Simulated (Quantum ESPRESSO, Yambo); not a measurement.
# Excitons of BaS (Fm-3m) on ever denser meshes, part 3 of 3

Aim: follow the lowest exciton of BaS (Fm-3m) as the mesh is refined.

Quantum ESPRESSO 7.5 and Yambo 5.3.0; PBE and many-body steps on it, plane waves. Known limits of the many-body steps: not at the basis limit; no spin-orbit coupling in some runs; bindings not settled in the k mesh.

So far. Step 8 (Empty states on the mesh, 6×6×6 mesh, 46 bands): On this mesh the gap is 2.099 eV. Step 10 (k mesh (6×6×6)): The lowest state lies at 3.252 eV, 0.367 eV under the direct gap.

**11. Empty states on the mesh, 8×8×8 mesh, 46 bands**

This step: Quantum ESPRESSO 7.5; DFT, PBE with spin-orbit coupling, plane waves, norm-conserving pseudopotentials.

pw.in reads:

```
&control
  calculation = 'nscf'
  prefix = 'x'
  outdir = 'o'
  pseudo_dir = 'pseudo'
/
&system
  ibrav = 0
  nat = 2
  ntyp = 2
  ecutwfc = 40.0
  nbnd = 46
  force_symmorphic = .true.
  noncolin = .true.
  lspinorb = .true.
/
&electrons
  conv_thr = 1e-9
  electron_maxstep = 80
  diago_full_acc = .true.
  diago_thr_init = 5e-6
/
ATOMIC_SPECIES
  Ba 137.33 Ba.upf
  S 32.06 S.upf
CELL_PARAMETERS angstrom
  -0.0000000000 3.1937500000 3.1937500000
  3.1937500000 -0.0000000000 3.1937500000
  3.1937500000 3.1937500000 -0.0000000000
ATOMIC_POSITIONS crystal
  Ba 0.0000000000 0.0000000000 0.0000000000
  S 0.5000000000 0.5000000000 0.5000000000
K_POINTS automatic
  8 8 8 0 0 0
```

Run with:

```bash
> OMP_NUM_THREADS=1 mpirun -n 8 pw.x -nk 4 -in pw.in > pw.out
```

The program printed:

```text
[banner, memory and clock lines left out]
Program PWSCF v.7.5 starts

     Atomic positions and unit cell read from directory:
     o/x.save/

     Message from routine setup:
     using ibrav=0 with symmetry is DISCOURAGED, use correct ibrav instead

     bravais-lattice index     =            0
     lattice parameter (alat)  =       8.5352  a.u.
     unit-cell volume          =     439.6725 (a.u.)^3
     number of atoms/cell      =            2
     number of atomic types    =            2
     number of electrons       =        16.00
[...]
k = 0.0884 0.0884-0.0884 (  1880 PWs)   bands (ev):

[...]
23.0506  23.0506  23.1334  23.1334  23.4118  23.4118

          k = 0.1768 0.1768-0.1768 (  1886 PWs)   bands (ev):

[...]
12.2883  12.2883  12.3229  12.3229  16.3408  16.3408  17.7748  17.7748
    17.9182  17.9182  17.9218  17.9218  20.7013  20.7013  20.8709  20.8709
    22.6325  22.6325  23.6450  23.6450  23.7496  23.7496

          k = 0.2652 0.2652-0.2652 (  1880 PWs)   bands (ev):

     [... further k-points ...]

     highest occupied, lowest unoccupied level (ev):     5.9427    8.0420

     XML data file, pseudopotentials, collected wavefunctions
```

Wall time 6.5 s (8 MPI ranks of AMD EPYC 7B13 (Zen 3), shared host); peak memory 0.47 GiB; 50 s of CPU time.

Numbers from this step:

```
gap                                                           : 2.099 eV
k of the valence top                                          : 0, 0, 0
k of the conduction bottom                                    : 0, -0.5, -0.5
least direct gap                                              : 2.189 eV
k points computed                                             : 29
lowest point of the top converged band, above the valence top : 15.64 eV
```

On this mesh the gap is 2.099 eV.

**12. Conversion and set-up**

This step: Yambo 5.3.0; conversion and set-up on PBE with spin-orbit coupling, plane waves, norm-conserving pseudopotentials.

Run with:

```bash
> (cd o/x.save; p2y > p2y.log; mv SAVE ../..); yambo > setup.log
```

The program printed:

```text
 Yambo, version 5.3.0

 [02] CORE Variables Setup
 =========================

  [02.01] Unit cells
  ==================

  Cell kind             :  FCC
  Atoms in the cell     :  Ba  S
  number of Ba atoms    :  1
  number of S  atoms    :  1

  List of atomic masses
  Mass of Ba    :  137.3300
  Mass of S     :  32.06000

  List of atomic coordinates    : [cc]
  Ba1       :  0.000000  0.000000  0.000000  order 1
  S1       :  6.035313  6.035313  6.035313  order 2

  Alat factors          :  6.035313  6.035313  6.035313 [a.u.]
  Direct lattice volume :  439.6725 [a.u.]
[...]
Q [ 1]         [rlu]:  0.000000  0.000000  0.000000
 Q [ 2]         [rlu]:  0.37157E-17  0.37157E-17  0.12500
 Q [ 3]         [rlu]:  0.74313E-17  0.74313E-17  0.25000
[...]
Q [ 8]         [rlu]: -0.34202E-16  0.12500      0.37500
 Q [ 9]         [rlu]: -0.71106E-17  0.12500      0.50000
 Q [10]         [rlu]: -0.68184E-16  0.12500     -0.37500
     [... 17 further rows ...]
 Q [28]         [rlu]:  0.125000 -0.500000 -0.375000
 Q [29]         [rlu]:  0.250000 -0.500000 -0.250000

  [03.01] X indexes
  =================

   [03.01.01] Sigma indexes
   ========================

 [06] Game Over & Game summary
```

The job ended after 3.4 s (1 MPI rank; peak memory 0.24 GiB).

**13. k mesh (8×8×8)**

This step: Bethe-Salpeter equation on PBE with a scissors shift with spin-orbit coupling, plane waves, norm-conserving pseudopotentials.

bse7.in reads:

```
optics
bss
bse
em1s
dipoles
rim_cut
RandQpts= 1000000
RandGvec= 1 RL
Chimod= "HARTREE"
BSKmod= "SEX"
BSEmod= "resonant"
BSSmod= "d"
BSENGexx= 20 Ry
BSENGBlk= 4 Ry
% BSEQptR
 1 | 1 |
%
% BSEBands
 13 | 18 |
%
% BEnRange
 0 | 6 | eV
%
% BDmRange
 0.1 | 0.1 | eV
%
BEnSteps= 121
% BLongDir
 1 | 0 | 0 |
%
% BndsRnXs
 3 | 46 |
%
NGsBlkXs= 4 Ry
% LongDrXs
 1 | 1 | 1 |
%
% KfnQP_E
 1.431 | 1.0 | 1.0 |
%
WRbsWF
FFTGvecs= 30 Ry
```

Run with:

```bash
> OMP_NUM_THREADS=2 mpirun -n 4 yambo -F bse7.in -J bse7 -C bse7 > bse7.log
```

The program printed:

```text
 Yambo, version 5.3.0

 [02] CORE Variables Setup
 =========================

  [... cell, symmetries and grids as in the set-up ...]

  [02.05] Energies & Occupations
  ==============================

  [X] === General ===
  [X] Electronic Temperature                        :  0.000000  0.000000 [eV K]
  [X] Bosonic    Temperature                        :  0.000000  0.000000 [eV K]
  [X] Finite Temperature mode                       : no
  [X] El. density                                   :  0.24558E+24 [cm-3]
  [X] Fermi Level                                   :  5.942726 [eV]

  [X] === Gaps and Widths ===
  [X] Conduction Band Min                           :  2.099310 [eV]
  [X] Valence Band Max                              :  0.000000 [eV]
  [X] Filled Bands                                  :  16
  [X] Empty Bands                                   :   17   46
  [X] Direct Gap                                    :  2.188595 [eV]
  [X] Direct Gap localized at k                     :  21
  [X] Indirect Gap                                  :  2.099310 [eV]
  [X] Indirect Gap between kpts                     :   1  21
  [X] Last valence band width                       :  1.088793 [eV]
  [X] 1st conduction band width                     :  3.430301 [eV]

 [03] Transferred momenta grid and indexing
 ==========================================

 [BZ sampling] Q-grid is User defined and/or read from the database

 IBZ Q-points                                      :  29
 BZ  Q-points                                      :   512

 K/Q-points units:
 rlu = crystal or reduced units; cc = cartesian coordinates; iku = interal k-units

 Q [ 1]         [rlu]:  0.000000  0.000000  0.000000
 Q [ 2]         [rlu]:  0.37157E-17  0.37157E-17  0.12500
[...]
X matrix size                                    :   65
  X band range                                     :    3   46
  X e/h energy range                               : -1.000000 -1.000000 [eV]
  X Time ordering                                  : T
  X Hxc Kernel                                     : HARTREE
  X Drude frequency                                :  0.000000  0.000000
  X poles                                          :  100.0000 [o/o]
  RL vectors in the sum                            :  1291
  [r,Vnl] included                                 : yes
  Field direction                                  :  0.577350E-5  0.577350E-5  0.577350E-5
  BZ energy Double Grid                            : no
  BZ energy DbGd points                            : 0
  BZ Q point size factor                           : -1.000000
  X Optical Averaged directions                    : none

 [08] Bethe Salpeter Equation driver
 ===================================

  [08.01] Bethe Salpeter Equation @q1
  ===================================

   [08.01.01] Transition pre-analysis @q1
   ======================================

   [08.01.02] Transition Groups build-up @q1
   =========================================

   [BSK] Transition groups (total):   58
   [BSK] Size (resonant):   4096
   [BSK]         (total):   4096
   [BSK] N. of matrices :  1

   [08.01.03] Loading Dipoles @q1
   ==============================

   [08.01.04] Independent Particles properties @q1
   ===============================================

   ==========================================================

   [BSE] Exchange components :   701
   [BSE] Correlation components :    65   385

    [08.01.05.01] Screened interaction header I/O
    =============================================

    [08.01.05.02] Main kernel loop
    ==============================

    [08.01.05.03] Wave-Function Phases
    ==================================

    [BSE] WF phases found       :  38.19444 [o/o]

   [08.01.06] BSE solver(s) @q1
   ============================

   [08.01.07] Diago Solver @q1
   ===========================

 [11] Game Over & Game summary
```

It took 4 min on 4 MPI ranks; peak memory 2.3 GiB; 21 min of CPU time.

This step gave:

| Quantity | Value |
| --- | --- |
| transitions in the window | 4096 |
| direct gap of the transition levels | 3.620 eV |
| lowest state | 3.325 eV |
| first strong exciton (over a fiftieth of the strongest listed) | 3.328 eV |
| binding of the lowest state below the direct gap | 0.2950 eV |
| Coulomb term of one mesh cell | 0.2852 eV |

The binding is 1.0 times the screened Coulomb term of one mesh cell (0.29 eV), so it is not shown settled.

The lowest state lies at 3.325 eV, 0.295 eV under the direct gap.

The ε₂ has structure finer than the step of the table below, so its rows give means over 0.2 eV, whole bins alone (the curve runs from 0 to 6 eV). Peaks (eV: height): BSE 3.85: 2.88, 4.75: 2.52, 5.20: 1.91; no electron-hole interaction 4.55: 2.31, 5.10: 2.48, 5.50: 3.14, 5.95: 1.86.

Field along x; broadening 0.1 eV; transition window only. Limits: finite bands, cutoff and mesh; exciton not shown settled in the k mesh. The ε₂ by photon energy; means over each step:

```csv
photon energy (eV),BSE,no electron-hole interaction
0.2,0.0109,0.00780
0.4,0.0121,0.00853
0.6,0.0136,0.00936
0.8,0.0153,0.0103
1.0,0.0174,0.0114
1.2,0.0200,0.0128
1.4,0.0232,0.0144
1.6,0.0273,0.0163
1.8,0.0328,0.0187
2.0,0.0403,0.0217
2.2,0.0509,0.0255
2.4,0.0670,0.0306
2.6,0.0935,0.0377
2.8,0.144,0.0480
3.0,0.271,0.0646
3.2,0.835,0.0960
3.4,2.06,0.183
3.6,2.42,0.499
3.8,2.64,0.892
4.0,2.43,1.06
4.2,2.13,1.83
4.4,1.49,1.96
4.6,1.50,2.19
4.8,2.21,1.52
5.0,1.61,2.05
5.2,1.80,2.23
5.4,1.14,2.32
5.6,1.19,2.29
5.8,0.841,1.59
```

The window of bands is narrower than in the first exciton run, so this row is not like for like with it.

**14. Spectrum in a wider window**

bse8.in reads:

```
optics
bss
bse
em1s
dipoles
rim_cut
RandQpts= 1000000
RandGvec= 1 RL
Chimod= "HARTREE"
BSKmod= "SEX"
BSEmod= "resonant"
BSSmod= "h"
BSENGexx= 20 Ry
BSENGBlk= 4 Ry
% BSEQptR
 1 | 1 |
%
% BSEBands
 13 | 22 |
%
% BEnRange
 0 | 9 | eV
%
% BDmRange
 0.1 | 0.1 | eV
%
BEnSteps= 181
% BLongDir
 1 | 0 | 0 |
%
% BndsRnXs
 3 | 46 |
%
NGsBlkXs= 4 Ry
% LongDrXs
 1 | 1 | 1 |
%
% KfnQP_E
 1.431 | 1.0 | 1.0 |
%
BSHayTrs= -0.02
FFTGvecs= 30 Ry
```

Run with:

```bash
> OMP_NUM_THREADS=2 mpirun -n 4 yambo -F bse8.in -J bse8,bse7_W -C bse8 > bse8.log
```

The program printed:

```text
 Yambo, version 5.3.0

 [02] CORE Variables Setup
 =========================

  [... cell, symmetries and grids as in the set-up ...]

  [02.05] Energies & Occupations
  ==============================

  [X] === General ===
  [X] Electronic Temperature                        :  0.000000  0.000000 [eV K]
  [X] Bosonic    Temperature                        :  0.000000  0.000000 [eV K]
  [X] Finite Temperature mode                       : no
  [X] El. density                                   :  0.24558E+24 [cm-3]
[...]
[08.01.07] Haydock Solver in the optics basis @q1 using the hermitian scheme
   ============================================================================

   Accuracy (requested)      : -0.020000 [o/o]

   [WARNING] [EPS_extend] Possible inaccuracy in the EPS prolungation

   [WARNING] [EPS_extend] Possible inaccuracy in the EPS prolungation

   [WARNING] [EPS_extend] Possible inaccuracy in the EPS prolungation

   [WARNING] [EPS_extend] Possible inaccuracy in the EPS prolungation

   [WARNING] [EPS_extend] Possible inaccuracy in the EPS prolungation

   [WARNING] [EPS_extend] Possible inaccuracy in the EPS prolungation
   Iterations                :   65

 [11] Game Over & Game summary
```

Run time: 1.7 min. Hardware: 4 MPI ranks; peak memory 2.8 GiB.

Numbers from this step:

```yaml
transitions_in_the_window: 12288
direct_gap_of_the_transition_levels: 3.620 eV
```

The ε₂ has structure finer than the step of the table below, so its rows give means over 0.25 eV, whole bins alone (the curve runs from 0 to 9 eV). Peaks (eV: height): BSE 3.850: 3.25, 4.750: 3.79, 5.200: 5.12, 5.800: 5.93, 6.500: 7.10; no electron-hole interaction 4.550: 2.37, 5.500: 4.05, 6.800: 5.34, 7.200: 6.44, 8.100: 6.06.

Field along x; broadening 0.1 eV; transition window only. Limits: finite bands, cutoff and mesh; exciton not shown settled in the k mesh. Table of ε₂ by photon energy; means over each step:

| photon energy (eV) | BSE | no electron-hole interaction |
| --- | --- | --- |
| 0.25 | 0.0218 | 0.0155 |
| 0.50 | 0.0245 | 0.0170 |
| 0.75 | 0.0277 | 0.0188 |
| 1.00 | 0.0316 | 0.0209 |
| 1.25 | 0.0366 | 0.0234 |
| 1.50 | 0.0431 | 0.0265 |
| 1.75 | 0.0517 | 0.0304 |
| 2.00 | 0.0639 | 0.0353 |
| 2.25 | 0.0820 | 0.0418 |
| 2.50 | 0.112 | 0.0507 |
| 2.75 | 0.172 | 0.0640 |
| 3.00 | 0.343 | 0.0864 |
| 3.25 | 1.32 | 0.135 |
| 3.50 | 2.59 | 0.347 |
| 3.75 | 2.86 | 0.835 |
| 4.00 | 2.80 | 1.13 |
| 4.25 | 2.42 | 1.95 |
| 4.50 | 1.88 | 2.16 |
| 4.75 | 3.28 | 1.80 |
| 5.00 | 3.12 | 2.15 |
| 5.25 | 4.48 | 2.41 |
| 5.50 | 3.27 | 3.45 |
| 5.75 | 4.96 | 2.81 |
| 6.00 | 4.48 | 3.01 |
| 6.25 | 3.81 | 3.01 |
| 6.50 | 5.93 | 3.11 |
| 6.75 | 4.71 | 4.27 |
| 7.00 | 4.29 | 4.66 |
| 7.25 | 2.88 | 5.91 |
| 7.50 | 2.70 | 4.89 |
| 7.75 | 2.30 | 4.55 |
| 8.00 | 1.39 | 5.46 |
| 8.25 | 0.898 | 4.50 |
| 8.50 | 0.408 | 3.05 |
| 8.75 | 0.225 | 1.10 |

**15. The runs together**

Times are wall times on 4 MPI ranks of AMD EPYC 7B13 (Zen 3), shared host, good to a factor of about two.

```csv
run,mesh,transitions,broadening (eV),direct gap (eV),lowest state (eV),binding (eV),mesh cell's term (eV),tallest peak (eV),height,time
excitons,4×4×4,768,0.1,3.620,3.110,0.510,0.540,4.95,6.02,7.7 s
k mesh (6×6×6),6×6×6,1728,0.1,3.620,3.252,0.367,0.378,4.20,3.71,34 s
k mesh (8×8×8),8×8×8,4096,0.1,3.620,3.325,0.295,0.285,3.85,2.88,4 min
spectrum in a wider window,8×8×8,12288,0.1,3.620,-,-,-,6.50,7.10,1.7 min
```

**16. What came out**

```
excitons                   : lowest state 3.110 eV (not settled in the k mesh)
k mesh (6×6×6)             : lowest state 3.252 eV (not settled in the k mesh)
k mesh (8×8×8)             : lowest state 3.325 eV (not settled in the k mesh)
spectrum in a wider window : tallest peak 6.5 eV
```

**Reading.** On the 4×4×4 mesh the lowest exciton lies at 3.110 eV, 0.510 eV below the direct gap; one cell of the mesh carries a screened Coulomb term of 0.54 eV, so this binding is not shown settled. That state is dark or weak; the first strong one lies at 3.114 eV. Bindings below are those of the lowest state. Between the two densest meshes the binding falls by 0.78 of the fall in the mesh cell's term (the screened Coulomb energy of a charge repeated on the supercell that the mesh stands for). The binding is still 1.0 times that term, so the mesh does not resolve the exciton and no limit can be drawn. k mesh (6×6×6), against «excitons (4×4×4)»: the lowest state moves by +0.143 eV (keys changed: BSEBands, the mesh and the band window). k mesh (8×8×8), against «k mesh (6×6×6)»: the lowest state moves by +0.072 eV. Spectrum in a wider window, against «k mesh (8×8×8)»: the tallest peak goes from 3.85 eV to 6.50 eV (keys changed: BSEBands, BSSmod, BEnRange, BSHayTrs, BEnSteps and the band window). Lines within a few meV of each other can be one level split by numerical noise, or distinct levels. Screening is static and electronic alone, and only transitions inside the band window count.

[Paths, hosts, dates, memory and timing lines, banners, echoed tables and standing remarks are left out of the program output.]

[Logs are printed without paths, hosts, clocks, repeated set-up lines and the standing remarks that a program may print on its own settings, such as how far it seeks lower states.]

[Runs of the session that timed out or met a known fault of the program may be left out.]

[Hosts, paths, dates, database ids (printed as entryN), source tags and the programs' standing remarks are cut or masked in the printed files.]
